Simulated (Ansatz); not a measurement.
# Cost of a DFT run on GaS

```yaml
crystal:
  lattice:
    - [3.585, 0.0, 0.0]
    - [-1.7925, 3.1047010726, 0.0]
    - [0.0, 0.0, 15.345]
  atoms:
    - { symbol: Ga, position: [0.3333333333, 0.6666666667, 0.1710183689] }
    - { symbol: Ga, position: [0.6666666667, 0.3333333333, 0.6710183689] }
    - { symbol: Ga, position: [0.3333333333, 0.6666666667, 0.3289816311] }
    - { symbol: Ga, position: [0.6666666667, 0.3333333333, 0.8289816311] }
    - { symbol: S, position: [0.3333333333, 0.6666666667, 0.6008025009] }
    - { symbol: S, position: [0.6666666667, 0.3333333333, 0.1008025009] }
    - { symbol: S, position: [0.3333333333, 0.6666666667, 0.8991974991] }
    - { symbol: S, position: [0.6666666667, 0.3333333333, 0.3991974991] }
kpoints:
  mp_grid: { grid: [14, 14, 3] }
scf:
  occupations: { method: fermi_dirac, width: 0.02 }
hamiltonian:
  xc: pbe
  pseudopotentials: { kind: paw }
output:
  forces: true
  stress: true
  populations: true
  efg:
    quadrupole_moments_barn: { Ga: 0.107, S: -0.0694 }
    contact_densities: true
  write_density: true
  write_potential: true
  elf: true
  volumetric_format: npy
relax:
  f_tol: 0.02
  max_steps: 60
```

```sh
ansatz run input.yaml --threads 1 --pin off --max-ram 3072MiB --backend cpu --events-out ev --progress --plain --runs-dir out
```

It runs on 1 thread of Intel Xeon 6975P-C (Granite Rapids) (x86_64; 16 cores open to the job, memory cap 3.0 GiB, no GPU), a shared host with a load of 0.5 a core.

(1) How much time and memory should be set aside?

Answers

(1) About 31 s of wall time (32 s of CPU time) and 0.67 GiB. The run holds 76 valence electrons in 46 bands, about 3297 plane waves a k-point and 48 irreducible k-points, and took 14 SCF iterations, over 3 ionic steps. Times on a shared host vary by tens of per cent.
